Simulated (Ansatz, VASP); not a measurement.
**One calculation of Ge, two programs**

```xyz
2
Lattice="0.0000 2.9021 2.9021 2.9021 0.0000 2.9021 2.9587 2.9587 -0.0566" Properties=species:S:1:pos:R:3 pbc="T T T"
Ge    2.8390    2.8390    2.9653
Ge    4.4871    4.4871    4.2193
```

Alike in both runs: task single point; functional PBE; k mesh 12 × 12 × 12; occupations gaussian, width 0.1 eV; no spin polarisation.

|  | VASP | Ansatz |
| --- | --- | --- |
| version | VASP 6.6.1 | Ansatz 0.2.0 |
| potentials or method | VASP PAW PBE potentials, release 64 (Ge_d) | scalar-relativistic, plane waves, PAW |
| plane-wave cutoff (eV) | 520 | 420 |
| valence electrons in the cell | 28 | 28 |

|  | VASP | Ansatz | Ansatz less VASP |
| --- | --- | --- | --- |
| gap on the k mesh at the Fermi level (eV) | none | none | - |
| pressure (GPa) | -0.4 | -0.3 | +0.12 |
| largest component of the traceless stress (GPa) | 3.69 | 3.71 | +0.023 |
| rms of the force components (eV/Å) | 2.006 | 2.008 | +0.0021 |

Atom by atom the forces differ by 0.002 eV/Å (rms over components). A gap of «none» marks a metal or a gap that the smearing closes. The functional is the same, so the differences come from potentials, cutoffs and numerics.

Caveats: forces of over 1 eV/Å show positions far from the minimum, so gaps and moduli don't describe the material at rest.
